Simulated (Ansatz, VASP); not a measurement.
Given: the input of a run of Ansatz 0.2.0 on Au.

Contents of input.yaml:

```yaml
crystal:
  lattice:
    - [0.0, 2.0749120936, 2.0749120936]
    - [2.0749120936, 0.0, 2.0749120936]
    - [2.0749120936, 2.0749120936, 0.0]
  atoms:
    - { symbol: Au, position: [0.0, 0.0, 0.0] }
hamiltonian:
  xc: rpbe
  pseudopotentials: { kind: paw }
kpoints:
  mp_grid: { grid: [11, 11, 11] }
scf:
  occupations: { method: fermi_dirac, width: 0.05 }
output:
  forces: true
  stress: true
  eigenvalues: true
```

Potentials or basis: Ansatz PAW.

Command:

```bash
$ ansatz run input.yaml --threads 2 --pin off --max-ram 5120MiB --backend cpu --events-out ev --progress --plain --runs-dir out
```

Task: Set up the same calculation for VASP 6.6.1. Potentials there: VASP PAW PBE potentials, release 64 (Au).

Result: As run (the cutoff follows the program's own potentials):

The input INCAR:

```
SYSTEM = Au
  PREC = Accurate
  ENCUT = 520
  EDIFF = 1E-6
  ISMEAR = -1
  SIGMA = 0.05
  LREAL = .FALSE.
  LASPH = .TRUE.
  NELM = 60
  ALGO = Normal
  ISIF = 2
  LWAVE = .FALSE.
  LCHARG = .FALSE.
  GGA = RP
  NBANDS = 12
```

File KPOINTS:

```
Automatic mesh
0
G
  11 11 11
  0 0 0
```

Contents of POSCAR:

```
Au
1.0
    0.0000000000      2.0749120936      2.0749120936
    2.0749120936      0.0000000000      2.0749120936
    2.0749120936      2.0749120936      0.0000000000
Au
1
Direct
    0.0000000000      0.0000000000      0.0000000000
```

Potentials or basis: VASP PAW PBE potentials, release 64 (Au).

Launch:

```sh
$ cat potpaw_PBE.64/Au/POTCAR > POTCAR
$ mpirun -np 1 vasp_std > vasp.out
```

Both were run:

|  | VASP | Ansatz | Ansatz less VASP |
| --- | --- | --- | --- |
| gap on the k mesh at the Fermi level (eV) | none | none | - |
| pressure (GPa) | 4.4 | 4.6 | +0.25 |

A gap of «none» marks a metal or a gap that the smearing closes. The two sets of potentials don't hold the same shells in valence.

Caveats: the PAW data sets were made with another functional, which shifts forces and pressure a little (VASP); the PAW data sets come from PBE, with cores solved anew for the run's functional, which leaves a small shift of forces and pressure (Ansatz). The runs have no spin-orbit coupling, so splittings on Au are missing.
